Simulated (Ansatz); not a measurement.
input.yaml (Ansatz 0.2.0):

```yaml
crystal:
  lattice:
    - [1.4916392529, 0.8611983243, 5.7189370162]
    - [-1.4916392529, 0.8611983243, 5.7189370162]
    - [0.0, -1.7223966484, 5.7189370162]
  atoms:
    - { symbol: Cr, position: [0.5, 0.5, 0.5], spin: 4.0 }
    - { symbol: Cu, position: [0.0, 0.0, 0.0], spin: 1.0 }
    - { symbol: O, position: [0.10792, 0.10792, 0.10792] }
    - { symbol: O, position: [0.89208, 0.89208, 0.89208] }
basis:
  ecutwfc: 420
  ecutrho_ratio: 4
kpoints:
  mp_grid: { grid: [8, 8, 8] }
hamiltonian:
  xc: pbe
scf:
  occupations: { method: gaussian, width: 0.05 }
output:
  forces: true
  stress: true
  eigenvalues: true
  populations: true
magnetization:
  spin_polarized: true
relax:
  f_tol: 0.03
  max_steps: 60
  cell: { stress_tol: 0.3 }
```

Launched as:
```sh
ansatz run input.yaml --threads 4 --pin off --max-ram 7168MiB --backend cpu --events-out ev --progress --plain --runs-dir out
```

The chain of runs began from a cell as deposited in COD, expanded in volume.

Q: About how long does the run take on 4 threads of Arm Neoverse V2, with other jobs on the host, and how much memory does it need?

A: About 12 s, with a peak of 0.48 GiB.

What the program printed, in part:

```
Pseudopotentials: kind: paw
Pseudopotential: Cr, paw, valence charge 14, recommended cutoff 420 eV (normal), Cr.paw.azcp
Pseudopotential: Cu, paw, valence charge 19, recommended cutoff 420 eV (normal), Cu.paw.azcp
Pseudopotential: O, paw, valence charge 6, recommended cutoff 420 eV (normal), O.paw.azcp
Crystal: 4 atoms, lattice volume = 44.079 Å³
Basis set: ecut = 420 eV, 817 PW (Γ), FFT grids on a1−a3, a2−a3, a3, exchange–correlation on 40×40×80 points (8 copies of the dense FFT grid, shifted against one another)
Bands: 30, of which v1, the nominal top of the filled ones, is band 23 counted from 1 (22 counted from 0)
Symmetry: 12 space group operations
Space group: R-3m (ITA 166), of the structure as read, at distance tolerance 3.5e-5 Å
Magnetic group: BNS 166.97 (UNI 1327), of the structure as read, at distance tolerance 3.5e-5 Å
k-points: 65 of 512
Initial density: superposition of atomic densities (chi_scale 0.1, normalization cell, long waves kept (reshape's long-wave potential 0.32 eV rms))
Starting moments: Σ|m| = 5 μB on 2 of 4 sites
Initial wavefunctions: pseudopotential atomic-orbital guess
Functional: x = pbe(κ = 0.804, μ = 0.21951), c = pbe(β = 0.06672)
iter 1 solved again at ethr=2.15e-3 eV; its pass at ethr=3.10e-3 eV (dr2=9.66e-1 eV) is discarded
```

```
SCF iter   1: F=—  HF=-11138.025565 eV  |F-HF|=—  |Δ(HF+E_count)|=         —  Δρ=5.07e-2 (↑5.07e-2 ↓3.69e-2)  dr2=9.68e-1  dr2_m=4.79e-1  M=3.000 μB ∫|m|=3.514 μB
Mixer restart at iter 1: flushing history
SCF iter   2: F=—  HF=-11138.214736 eV  |F-HF|=—  |Δ(HF+E_count)|=   1.89e-1  Δρ=4.18e-2 (↑4.18e-2 ↓2.82e-2)  dr2=5.19e-1  dr2_m=2.22e-1  M=3.000 μB ∫|m|=3.487 μB
SCF iter   3: F=—  HF=-11138.374137 eV  |F-HF|=—  |Δ(HF+E_count)|=   1.59e-1  Δρ=2.70e-2 (↑2.70e-2 ↓1.96e-2)  dr2=3.59e-1  dr2_m=1.06e-1  M=3.000 μB ∫|m|=3.352 μB
SCF iter   4: F=—  HF=-11138.475917 eV  |F-HF|=—  |Δ(HF+E_count)|=   1.02e-1  Δρ=8.67e-3 (↑8.67e-3 ↓8.46e-3)  dr2=1.84e-2  dr2_m=2.03e-2  M=3.000 μB ∫|m|=3.218 μB
SCF iter   5: F=—  HF=-11138.507122 eV  |F-HF|=—  |Δ(HF+E_count)|=         —  Δρ=6.89e-3 (↑5.37e-3 ↓6.89e-3)  dr2=1.53e-3  dr2_m=1.48e-2  M=3.000 μB ∫|m|=3.127 μB
Mixer restart at iter 5: flushing history
SCF iter   6: F=—  HF=-11138.508944 eV  |F-HF|=—  |Δ(HF+E_count)|=   1.82e-3  Δρ=4.69e-3 (↑4.55e-3 ↓4.69e-3)  dr2=5.29e-4  dr2_m=8.40e-3  M=3.000 μB ∫|m|=3.106 μB
SCF iter   7: F=—  HF=-11138.514315 eV  |F-HF|=—  |Δ(HF+E_count)|=   5.37e-3  Δρ=3.10e-3 (↑3.10e-3 ↓3.00e-3)  dr2=1.48e-2  dr2_m=3.04e-4  M=3.000 μB ∫|m|=3.063 μB
SCF iter   8: F=—  HF=-11138.511940 eV  |F-HF|=—  |Δ(HF+E_count)|=   2.38e-3  Δρ=7.50e-4 (↑7.50e-4 ↓2.37e-4)  dr2=2.74e-4  dr2_m=5.00e-5  M=3.000 μB ∫|m|=3.055 μB
...
SCF 1 converged in 14 iterations: F = -11138.511461 eV  dr2 = 1.06e-9
SCF 2 converged in 8 iterations: F = -11138.515682 eV  dr2 = 2.77e-8
SCF 3 converged in 8 iterations: F = -11138.515418 eV  dr2 = 2.34e-8
...
SCF iter   6: F=—  HF=-11138.518536 eV  |F-HF|=—  |Δ(HF+E_count)|=   3.50e-7  Δρ=1.17e-6 (↑1.17e-6 ↓1.17e-6)  dr2=1.96e-9  dr2_m=7.55e-11  M=3.000 μB ∫|m|=3.064 μB
SCF iter   7: F=—  HF=-11138.518536 eV  |F-HF|=—  |Δ(HF+E_count)|=   9.09e-9  Δρ=7.49e-7 (↑7.49e-7 ↓3.91e-7)  dr2=2.41e-10  dr2_m=5.30e-11  M=3.000 μB ∫|m|=3.064 μB
SCF iter   8: F=-11138.518536 eV  HF=-11138.518536 eV  |F-HF|=6.97e-10  |Δ(HF+E_count)|=  8.55e-10  Δρ=6.61e-7 (↑5.34e-7 ↓6.61e-7)  dr2=7.65e-10  dr2_m=4.06e-12  M=3.000 μB ∫|m|=3.064 μB
SCF 4 converged in 8 iterations: F = -11138.518536 eV  dr2 = 7.65e-10
```

```
SCF converged after 8 iterations
Magnetization: 3.0000 μB (24.0000 up, 21.0000 down)
Absolute magnetization: 3.0703 μB (∫|ρ↑−ρ↓|, with the PAW one-centre terms)
Per-site moments (μB) at R_I (Å): [(2.42305, 0.82662), (0.00729, 0.76533), (0.00142, 0.76533), (0.00142, 0.76533)]
Free energy (F): -11138.518536 eV
E sigma→0 (E₀):  -11138.518536 eV
Fermi energy:    12.020673 eV
--- Forces (eV/Å), atoms counted from 1 ---
  atom   1  Cr     0.00000000     0.00000000     0.00000000
  atom   2  Cu     0.00000000     0.00000000     0.00000000
  atom   3  O      0.00000000     0.00000000     0.00196968
  atom   4  O      0.00000000     0.00000000    -0.00196968
--- Stress (GPa, compression-positive) ---
        0.174774       0.000000       0.000000
        0.000000       0.174774       0.000000
        0.000000       0.000000       0.090373
  P = ⅓ Tr σ = 0.1466 GPa (1.466 kbar)
--- Band table (eV; the first three rows and the last of 130) ---
  k-point 0 ↑: bands = ["-100.5441", "-61.5427", "-58.1055", "-57.8435", "-57.8435", "-32.8856", "-32.8338", "-32.8338", "-8.7282", "-7.2462", "3.3281", "5.6684", "5.6684", "7.4696", "7.5784", "8.6151", "8.6151", "9.3405", "9.3405", "9.5737", "9.5737", "10.2800", "10.2800", "10.6820", "13.4785", "14.2994", "14.2994", "17.8810", "19.7961", "23.9480"]
  k-point 1 ↑: bands = ["-100.5440", "-61.5402", "-58.1054", "-57.8450", "-57.8439", "-32.8813", "-32.8579", "-32.8391", "-8.5831", "-7.2658", "3.5403", "5.3449", "5.7753", "7.3018", "7.7701", "8.2291", "8.3208", "9.3180", "9.4351", "9.5640", "9.5939", "10.4472", "10.5870", "10.7349", "13.6457", "13.9717", "14.2105", "18.5164", "20.1486", "24.3084"]
  k-point 2 ↑: bands = ["-100.5438", "-61.5341", "-58.1050", "-57.8486", "-57.8449", "-32.9161", "-32.8708", "-32.8519", "-8.2133", "-7.3192", "4.0745", "4.9212", "6.0326", "6.2440", "7.6264", "7.7821", "8.5722", "9.3435", "9.6267", "9.6444", "9.6879", "10.5651", "10.9157", "10.9504", "13.4084", "14.0603", "14.0853", "19.7436", "20.5640", "22.2159"]
  k-point 64 ↓: bands = ["-100.5398", "-58.5582", "-58.0969", "-57.8401", "-57.8401", "-29.9368", "-29.9368", "-29.8989", "-8.5098", "-7.4049", "4.8646", "5.7152", "6.2830", "6.2830", "7.7418", "7.9892", "7.9892", "9.3694", "9.3694", "10.3342", "10.3342", "13.3119", "13.3119", "14.1201", "14.6121", "15.4413", "15.4413", "17.0070", "20.5964", "24.8957"]
--- Relaxed structure (3 steps of the walk, 3 accepted, 1 SCFs on fresh bases) ---
  F+E_penalty+E_count = -11138.51853594 eV   max|allowed force component| = 1.970e-3 eV/Å   (the final SCF, on the basis selected at the relaxed cell)
  cell:  # Å, volume = 44.7837 Å³
    - [1.50537, 0.86912, 5.70487]
    - [-1.50537, 0.86912, 5.70487]
    - [0.00000, -1.73825, 5.70487]
  atoms:
    - { symbol: Cr, position: [0.50000, 0.50000, 0.50000] }
    - { symbol: Cu, position: [0.00000, 0.00000, 0.00000] }
    - { symbol: O, position: [0.10841, 0.10841, 0.10841] }
    - { symbol: O, position: [0.89159, 0.89159, 0.89159] }
--- Löwdin populations: 4 sites ---
  site symbol       q [e]    m [muB]
     0     Cr     12.8068     2.8702
     1     Cu     18.4264     0.0499
     2      O      6.7907     0.0167
     3      O      6.7907     0.0167
```

In short (PBE): final volume 11.20 Å³/atom, energy lowered by 1.8 meV/atom, pressure 0.1 GPa, gap on the mesh 1.20 eV, site spin moments Cr 2.42 μB.

Absolute energies hang on the potentials; compare differences alone.

Kohn–Sham gaps of semilocal functionals lie under measured ones, often by a third or more. Site moments are of spin, integrated over atomic spheres.
